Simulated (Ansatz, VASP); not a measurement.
# As (zigzag As chain) in two plane-wave programs

One calculation is typed for both programs; each brings its own data sets. How far apart do they land? The structure shown is the start of the Ansatz relaxation below; VASP solves that cell, so the two are compared at the walk's first step. Other levels of theory on this material are compared in a session of their own.

Method: plane waves, with VASP 6.6.1 beside it; single point at PBEsol, in Ansatz 0.2.0.

## Step 1: Starting point

The cell holds 2 atoms: 2 As. Its edges and angles: a = 9.000 Å, b = 7.500 Å, c = 3.993 Å, α = 90.0°, β = 90.0°, γ = 90.0°. Vacuum lies along a and b. The structure's axis is c.

## Step 2: Ansatz: relaxation, PBEsol

Ansatz runs on its default PAW (the set named soft_2) files.

The two programs are compared at the cell with which this relaxation starts, whose forces are those of its first step.

input.yaml reads:

```yaml
crystal:
  lattice:
    - [9.0, 0.0, 0.0]
    - [0.0, 7.5, 0.0]
    - [0.0, 0.0, 3.9926890149]
  atoms:
    - { symbol: As, position: [0.441029155, 0.5, 0.0], spin: 0.3 }
    - { symbol: As, position: [0.558970845, 0.5, 0.5], spin: 0.3 }
magnetization:
  spin_polarized: true
kpoints:
  mp_grid: { grid: [1, 1, 21] }
scf:
  occupations: { method: fermi_dirac, width: 0.05 }
hamiltonian:
  xc: pbesol
relax:
  cell: { fix: [a, b, alpha, beta, gamma] }
  max_steps: 60
```

Launch:

```
$ ansatz run input.yaml --threads 4 --pin off --max-ram 8192MiB --backend cpu --events-out ev --progress --plain --runs-dir out
```

Numbers of over 12 decimals in the logs are rounded to 6 here.

The program printed:

```text
Engine: ansatz 0.2.0, aarch64-unknown-linux-gnu
Pseudopotentials: kind: paw
Pseudopotential: As, paw, valence charge 15, recommended cutoff 420 eV (normal), As.paw.azcp
Functional definition: PBEsol
  exchange = pbesol_x
  correlation = pbesol_c
Crystal: 2 atoms, lattice volume = 269.507 Å³
Basis set: ecut = 420 eV, 5275 PW (Γ), exchange–correlation on 128×108×54 points (8 copies of the dense FFT grid, shifted against one another)
Bands: 20, of which v1, the nominal top of the filled ones, is band 15 counted from 1 (14 counted from 0)
Symmetry: 8 space group operations
Space group: Pmma (ITA 51), of the structure as read, at distance tolerance 6.5e-5 Å
Magnetic group: BNS 51.289 (UNI 387), of the structure as read, at distance tolerance 6.5e-5 Å
k-points: 11 of 21
Non-local potential: As, projectors of the file, l = 0: 2, l = 1: 2, l = 2: 3, l = 3: 1
PAW form: soft (Blöchl's): semilocal exchange-correlation on the pseudo side does not see the compensation charge
PAW frozen core: As, regenerated for the run's functional, and the local potential with it (the file was generated under x = pbe(κ = 0.804, μ = 0.219515), c = pbe(β = 0.066725))
PAW one-centre angular grid: As, 590 points (default); XC on 64 Gauss nodes
Initial density: superposition of atomic densities (neutral atoms: chi_scale 0, normalization atom)
Starting moments: Σ|m| = 0.6 μB on 2 of 2 sites
Initial wavefunctions: pseudopotential atomic-orbital guess
Functional: x = pbesol(κ = 0.804, μ = 0.123457), c = pbesol(β = 0.046)
iter 1 solved again at ethr=9.24e-4 eV; its pass at ethr=3.10e-3 eV (dr2=2.77e-1 eV) is discarded
SCF iter   1: F=—  HF=-9623.802810 eV  |F-HF|=—  |Δ(HF+E_count)|=         —  Δρ=1.05e-2 (↑1.05e-2 ↓1.03e-2)  dr2=2.82e-1  dr2_m=2.20e-1  M=0.122 μB ∫|m|=0.122 μB  β_m=0.30  ethr=9.24e-4  ⟨swp⟩=1.0  Hψ=2906  notcnv=0
preconditioner: auto → LDOS  [metal: Δε(μ)=0.007 eV  Ē_g=8.095 eV  σ=0.050 eV  W_gap=0.03  n_scr=30 (ndim 8)  ℏωp=6.5 eV  f_vac=0.696  D(μ)=2.14/eV (n_scr^D=8)]
spin=Collinear: LDOS preconditioning applied to the charge; magnetization (m = ρ↑ − ρ↓) channel mixes plain (no charge-response kernel on spin).
SCF iter   2: F=—  HF=-9623.771928 eV  |F-HF|=—  |Δ(HF+E_count)|=   3.09e-2  Δρ=7.34e-3 (↑7.34e-3 ↓7.27e-3)  dr2=1.46e-1  dr2_m=1.09e-1  M=0.108 μB ∫|m|=0.109 μB  β_m=0.30  ethr=9.24e-4  ⟨swp⟩=2.0  Hψ=522  notcnv=0
SCF iter   3: F=—  HF=-9623.736218 eV  |F-HF|=—  |Δ(HF+E_count)|=   3.57e-2  Δρ=4.86e-3 (↑4.70e-3 ↓4.86e-3)  dr2=1.02e-2  dr2_m=5.44e-2  M=0.081 μB ∫|m|=0.082 μB  β_m=0.30  ethr=4.86e-4  ⟨swp⟩=3.1  Hψ=729  notcnv=0
SCF iter   4: F=—  HF=-9623.741755 eV  |F-HF|=—  |Δ(HF+E_count)|=   5.54e-3  Δρ=3.36e-3 (↑3.27e-3 ↓3.36e-3)  dr2=3.70e-3  dr2_m=2.69e-2  M=0.076 μB ∫|m|=0.077 μB  β_m=0.30  ethr=3.42e-5  ⟨swp⟩=2.0  Hψ=704  notcnv=0
SCF iter   5: F=—  HF=-9623.743074 eV  |F-HF|=—  |Δ(HF+E_count)|=   1.32e-3  Δρ=2.38e-3 (↑2.31e-3 ↓2.38e-3)  dr2=7.57e-4  dr2_m=1.34e-2  M=0.065 μB ∫|m|=0.066 μB  β_m=0.30  ethr=1.23e-5  ⟨swp⟩=2.0  Hψ=550  notcnv=0
SCF iter   6: F=—  HF=-9623.744207 eV  |F-HF|=—  |Δ(HF+E_count)|=   1.13e-3  Δρ=1.66e-3 (↑1.64e-3 ↓1.66e-3)  dr2=3.55e-5  dr2_m=6.71e-3  M=0.056 μB ∫|m|=0.057 μB  β_m=0.30  ethr=2.52e-6  ⟨swp⟩=2.0  Hψ=640  notcnv=0
SCF iter   7: F=—  HF=-9623.744808 eV  |F-HF|=—  |Δ(HF+E_count)|=   6.02e-4  Δρ=1.17e-3 (↑1.17e-3 ↓1.17e-3)  dr2=4.86e-6  dr2_m=3.36e-3  M=0.049 μB ∫|m|=0.050 μB  β_m=0.30  ethr=1.18e-7  ⟨swp⟩=2.8  Hψ=763  notcnv=0
Mixer restart at iter 7: flushing history
spin-set hold released at iteration 7 (site moments contracting): the magnetisation degrees of freedom join the quasi-Newton model from the next iteration; the mixer history was flushed
SCF iter   8: F=—  HF=-9623.745119 eV  |F-HF|=—  |Δ(HF+E_count)|=   3.11e-4  Δρ=8.30e-4 (↑8.30e-4 ↓8.28e-4)  dr2=2.63e-6  dr2_m=1.70e-3  M=0.043 μB ∫|m|=0.044 μB  β_m=0.65  ethr=1.62e-8  ⟨swp⟩=2.5  Hψ=796  notcnv=0
SCF iter   9: F=—  HF=-9623.745556 eV  |F-HF|=—  |Δ(HF+E_count)|=   4.37e-4  Δρ=8.29e-5 (↑8.25e-5 ↓8.29e-5)  dr2=8.60e-8  dr2_m=1.69e-5  M=0.022 μB ∫|m|=0.023 μB  β_m=0.82  ethr=8.76e-9  ⟨swp⟩=3.0  Hψ=846  notcnv=0
SCF iter  10: F=—  HF=-9623.745607 eV  |F-HF|=—  |Δ(HF+E_count)|=   5.07e-5  Δρ=5.57e-5 (↑5.57e-5 ↓5.48e-5)  dr2=5.66e-8  dr2_m=7.54e-6  M=0.015 μB ∫|m|=0.016 μB  β_m=0.91  ethr=2.87e-10  ⟨swp⟩=3.4  Hψ=913  notcnv=0
SCF iter  11: F=—  HF=-9623.745641 eV  |F-HF|=—  |Δ(HF+E_count)|=   3.47e-5  Δρ=1.34e-5 (↑9.59e-6 ↓1.34e-5)  dr2=3.07e-7  dr2_m=2.91e-7  M=0.003 μB ∫|m|=0.003 μB  β_m=0.96  ethr=1.89e-10  ⟨swp⟩=5.7  Hψ=1676  notcnv=0
SCF iter  12: F=—  HF=-9623.745643 eV  |F-HF|=—  |Δ(HF+E_count)|=   1.41e-6  Δρ=6.58e-6 (↑6.58e-6 ↓3.41e-6)  dr2=2.51e-7  dr2_m=2.91e-8  M=0.001 μB ∫|m|=0.001 μB  β_m=0.81  ethr=1.89e-10  ⟨swp⟩=3.0  Hψ=899  notcnv=0
[...]
SCF iter   5: F=-9624.809362 eV  HF=-9624.809362 eV  |F-HF|=1.02e-8  |Δ(HF+E_count)|=   3.11e-7  Δρ=1.29e-6 (↑1.29e-6 ↓1.25e-6)  dr2=2.16e-8  dr2_m=1.72e-10  M=-0.000 μB ∫|m|=0.000 μB  β_m=0.79  ethr=6.67e-10  ⟨swp⟩=4.9  Hψ=1516  notcnv=0
SCF iter   6: F=-9624.809362 eV  HF=-9624.809362 eV  |F-HF|=5.17e-10  |Δ(HF+E_count)|=   5.55e-9  Δρ=2.45e-7 (↑1.88e-7 ↓2.45e-7)  dr2=4.26e-10  dr2_m=2.51e-11  M=-0.000 μB ∫|m|=0.000 μB  ethr=7.19e-11  ⟨swp⟩=2.0  Hψ=1351  notcnv=0
the starting moments were not kept: the SCF closed with an absolute magnetisation of 2.1e-6 μB, where they sum to 0.6 μB in size (2 sites). That is at most 0.1 of that sum. Measured as dr2_m measures the in/out step, that magnetisation stands 5.6e-13 eV from none, at or under the dr2_threshold of 2.0e-7 eV: it is no larger than a step whose dr2_m would equal this threshold.
SCF 7 converged in 6 iterations: F = -9624.809362 eV  dr2 = 4.26e-10
relax step   7: F+E_penalty+E_count = -9624.80936235 eV  Δ(F+E_penalty+E_count) = -4.132e-3 eV  max|allowed force component| = 1.061e-2 eV/Å  Δτ_max = 0.0079 Å  P = -0.009 GPa  Ω = 230.034 Å³  energy of the carried Pulay correction = +1.040e-3 eV  fix = [a, b, alpha, beta, gamma]  reactions: a -0.087, b +0.113 GPa  (6 SCF iters, dr2 threshold 2.00e-7 eV, accepted)
[...]
relax step   8: F+E_penalty+E_count = -9624.80941310 eV  Δ(F+E_penalty+E_count) = -5.075e-5 eV  max|allowed force component| = 4.013e-4 eV/Å  Δτ_max = 0.0002 Å  P = +0.014 GPa  Ω = 229.742 Å³  energy of the carried Pulay correction = +1.048e-3 eV  fix = [a, b, alpha, beta, gamma]  reactions: a -0.076, b +0.113 GPa  (5 SCF iters, dr2 threshold 7.03e-9 eV, accepted)
[...]
relax step   9: F+E_penalty+E_count = -9624.80873164 eV  Δ(F+E_penalty+E_count) = +6.815e-4 eV  max|allowed force component| = 2.101e-4 eV/Å  Δτ_max = 0.0000 Å  P = +0.012 GPa  Ω = 229.742 Å³  fix = [a, b, alpha, beta, gamma]  reactions: a -0.076, b +0.112 GPa  stress off target by 1.80e-3 GPa on what of the cell is left free  SCF on the basis re-selected at this cell (its energy is not comparable with the rows above)  (6 SCF iters)
basis re-selected at this cell: Δ(F+E_penalty+E_count) = +6.815e-4 eV, ΔP = -0.001 GPa vs the last step (what re-selecting the basis moved, of the pressure what is left beyond the Pulay correction that the steps carried, after the strain that the cell walked since its last selection, with what the two solves' SCF thresholds leave and, on support functions, any second-order correction that the steps lacked; it is no measure of the basis error at this ecutwfc). The dense FFT grid was sized anew with the basis: this SCF ran on 64×54×24 points, the steps before it on 64×54×27, so part of this shift can come from that change (see relax.cell in the input reference). [rest of the remark cut]
SCF converged after 6 iterations
Magnetization: -0.0000 μB (15.0000 up, 15.0000 down)
Absolute magnetization: 0.0000 μB (∫|ρ↑−ρ↓|, with the PAW one-centre terms)
Spin contamination: 0.0000 ħ² per cell (⟨S²⟩ above its minimum at these occupations)
Per-site moments (μB) at R_I (Å): [(1.243734851764917e-9, 0.962468), (1.2437349642416062e-9, 0.962468)]
Free energy (F): -9624.808732 eV
Harris-Foulkes:  -9624.808732 eV  (|F-HF|=1.82e-12)
Internal energy: -9624.807208 eV  (E = F + TS)
E sigma→0 (E₀):  -9624.807970 eV
Entropy (-TS):   -0.001524 eV (-0.762 meV/atom)
Fermi energy:    -2.315212 eV
--- Per-component energies (eV) ---
  E_band       = -823.545259
  E_kinetic    = 203.751558
  E_local      = -8668.183819  (includes V_loc(G=0)·N_el)
  E_nonlocal   = -1336.940395
  E_hartree    = 4334.443995
  E_xc         = -155.226609
  E_vxc        = -155.367195  (∫ρ·V_xc dr)
  E_paw        = -3584.685957  (= ΣΔE_a)
  E_vpaw       = 464.306607  (= ΣTr[D̂ρ^β])
  E_aug_tail   = 0.000017  (compensation charges beyond the density's cutoff)
  E_ewald      = -419.898853
  E_core_change = 1.932857  (= ΣΔE_core)
  E_smearing   = -0.001524  (= −TS)
  E_closure    = -0.000000  (closes the sum)
  Σ components = -9624.808732   (vs F -9624.808732, Δ=0.00e0)
--- Forces (eV/Å), atoms counted from 1 ---
  atom   1  As     0.00021010     0.00000000     0.00000000
  atom   2  As    -0.00021010     0.00000000     0.00000000
  max |Σ_I F_I| component: 5.42e-20 eV/Å
--- Stress (GPa, compression-positive) ---
       -0.076277       0.000000       0.000000
        0.000000       0.111802       0.000000
        0.000000       0.000000       0.001799
  P = ⅓ Tr σ = 0.0124 GPa (0.124 kbar)
--- Relaxed structure (8 steps of the walk, 8 accepted, 1 SCFs on fresh bases) ---
  F+E_penalty+E_count = -9624.80873164 eV   max|allowed force component| = 2.101e-4 eV/Å   (the final SCF, on the basis selected at the relaxed cell)
  cell:  # Å, volume = 229.7416 Å³
    - [9.0, 0.0, 0.0]
    - [0.0, 7.5, 0.0]
    - [0.0, 0.0, 3.403579]
  atoms:
    - { symbol: As, position: [0.411320, 0.5, 0.0] }
    - { symbol: As, position: [0.588680, 0.5, 0.500000] }
```

In the SCF lines HF is the Harris–Foulkes energy and dr2 the Hartree energy of the density residual, in eV; the loop may stop once dr2 is under the threshold and the program's other checks hold. Hψ counts applications of the Hamiltonian.

## Step 3: VASP: single point, PBEsol, start cell

The same cell, functional, mesh and smearing now go to VASP, with its own data sets.

Lines of VASP's logs that name or quote its potential files are left out, and so is its time.

INCAR reads:

```
SYSTEM = As
PREC = Accurate
ENCUT = 400
EDIFF = 1E-06
NELM = 200
ISMEAR = -1
SIGMA = 0.05
LREAL = .FALSE.
ALGO = Normal
GGA = PS
NBANDS = 12
ISPIN = 2
MAGMOM = 0 0
LORBIT = 11
LWAVE = .FALSE.
LCHARG = .FALSE.
ISIF = 2
LASPH = .TRUE.
GGA_COMPAT = .FALSE.
KPAR = 2
```

POSCAR reads:

```
As
1.0
    9.0000000000      0.0000000000      0.0000000000
    0.0000000000      7.5000000000      0.0000000000
    0.0000000000      0.0000000000      3.9926890000
As
2
Direct
    0.4410291111      0.5000000000      0.0000000000
    0.5589708889      0.5000000000      0.5000001252
```

KPOINTS reads:

```
Automatic mesh
0
Gamma
1 1 21
0 0 0
```

The projector-augmented-wave data sets are As (PBE family, release 64).

Launch:

```
$ mpirun -np 2 vasp_std
```

The program printed:

```text
[banner, memory and clock lines left out]
running    2 mpi-ranks, on    1 nodes
 distrk:  each k-point on    1 cores,    2 groups
 distr:  one band on    1 cores,    1 groups

 POSCAR found type information on POSCAR As
 POSCAR found :  1 types and       2 ions
|                                                                             |
|               ----> ADVICE to this user running VASP <----                  |
|                                                                             |
|     You enforced a specific xc type in the INCAR file but a different       |
|     [... a line on the potential file left out ...]
|     I HOPE YOU KNOW WHAT YOU ARE DOING!                                     |
|                                                                             |

 LDA part: xc-table for (Slater+PW92), standard interpolation
 POSCAR, INCAR and KPOINTS ok, starting setup
 FFT: planning ... GRIDC
 FFT: planning ... GRID_SOFT
 FFT: planning ... GRID
 WAVECAR not read
 entering main loop
       N       E                     dE             d eps       ncg     rms          rms(c)
DAV:   1     0.508214673761E+02    0.50821E+02   -0.25172E+03   528   0.434E+02
DAV:   2    -0.182628978085E+01   -0.52648E+02   -0.49870E+02   740   0.861E+01
DAV:   3    -0.786535241370E+01   -0.60391E+01   -0.59134E+01   692   0.351E+01
DAV:   4    -0.800200876304E+01   -0.13666E+00   -0.13659E+00   668   0.640E+00
DAV:   5    -0.800325749247E+01   -0.12487E-02   -0.12487E-02   768   0.566E-01    0.354E+00
DAV:   6    -0.793244258977E+01    0.70815E-01   -0.53500E-02   656   0.988E-01    0.202E+00
DAV:   7    -0.789606407289E+01    0.36379E-01   -0.81667E-02   704   0.120E+00    0.188E-01
DAV:   8    -0.789479334140E+01    0.12707E-02   -0.18275E-03   648   0.245E-01    0.702E-02
DAV:   9    -0.789484746140E+01   -0.54120E-04   -0.33984E-04   576   0.969E-02    0.339E-02
DAV:  10    -0.789532568409E+01   -0.47822E-03   -0.21760E-04   556   0.655E-02    0.314E-02
DAV:  11    -0.789572997530E+01   -0.40429E-03   -0.10326E-04   568   0.483E-02    0.155E-02
DAV:  12    -0.789614266446E+01   -0.41269E-03   -0.76868E-05   604   0.479E-02    0.809E-03
DAV:  13    -0.789644988178E+01   -0.30722E-03   -0.27061E-05   632   0.287E-02    0.296E-03
DAV:  14    -0.789649887003E+01   -0.48988E-04   -0.28868E-06   628   0.834E-03    0.198E-03
DAV:  15    -0.789652458829E+01   -0.25718E-04   -0.22197E-06   540   0.685E-03    0.110E-03
DAV:  16    -0.789652889922E+01   -0.43109E-05   -0.92930E-07   616   0.374E-03    0.368E-04
DAV:  17    -0.789652948846E+01   -0.58924E-06   -0.56014E-08   632   0.114E-03
   1 F= -.78965295E+01 E0= -.78876886E+01  d E =-.176817E-01  mag=    -0.0000
```

(Part 1 of 2 ends here.)

[Lines on the potential files, build, host, timing and source positions are cut from VASP's logs without a mark.]

[Logs are printed without paths, hosts, clocks, repeated set-up lines and the standing remarks that a program may print on its own settings, such as how far it seeks lower states.]

[Hosts, paths, dates, database ids (printed as entryN), source tags and the programs' standing remarks are cut or masked in the printed files.]
